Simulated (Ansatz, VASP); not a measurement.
InPd: VASP beside Ansatz

Contents of INCAR:

```
PREC = Accurate
ENCUT = 520
EDIFF = 1E-7
ISMEAR = 0
SIGMA = 0.1
LREAL = False
LASPH = True
NELM = 60
ALGO = Fast
ISIF = 2
LWAVE = False
LCHARG = False
GGA = PE
```

File KPOINTS:

```
regular mesh
0
Gamma
  8 8 8
```

POSCAR

```
InPd
3.2719
    0.999995348269      0.000000000000      0.000000000000
    0.000000000000      0.999995348269      0.000000000000
    0.000000000000      0.000000000000      0.999995348269
In Pd
1 1
Direct
    0.0000000000      0.0000000000      0.0000000000
    0.5000000000      0.5000000000      0.5000000000
```

File input.yaml:

```yaml
crystal:
  lattice:
    - [3.27188478, 0.0, 0.0]
    - [0.0, 3.27188478, 0.0]
    - [0.0, 0.0, 3.27188478]
  atoms:
    - { symbol: In, position: [0.0, 0.0, 0.0] }
    - { symbol: Pd, position: [0.5, 0.5, 0.5] }
hamiltonian:
  xc: pbe
  pseudopotentials: { kind: paw }
kpoints:
  mp_grid: { grid: [8, 8, 8] }
scf:
  occupations: { method: gaussian, width: 0.1 }
output:
  forces: true
  stress: true
  eigenvalues: true
  write_density: true
  write_potential: true
  elf: true
  volumetric_format: npy
```

The cell comes from a database or a generator and needn't be the stable form of this composition.

Alike in both runs: task single point; functional PBE; k mesh 8 × 8 × 8; occupations gaussian, width 0.1 eV; no spin polarisation.

|  | VASP | Ansatz |
| --- | --- | --- |
| version | VASP 6.6.1 | Ansatz 0.2.0 |
| potentials or method | VASP PAW PBE potentials, release 64 (In_d, Pd) | Ansatz PAW |
| plane-wave cutoff (eV) | 520 | 420 |
| valence electrons in the cell | 23 | 31 |

|  | VASP | Ansatz | Ansatz less VASP |
| --- | --- | --- | --- |
| gap on the k mesh at the Fermi level (eV) | none | none | - |
| pressure (GPa) | 3.9 | 3.6 | -0.23 |

A gap of «none» marks a metal or a gap that the smearing closes. The two sets of potentials don't hold the same shells in valence.
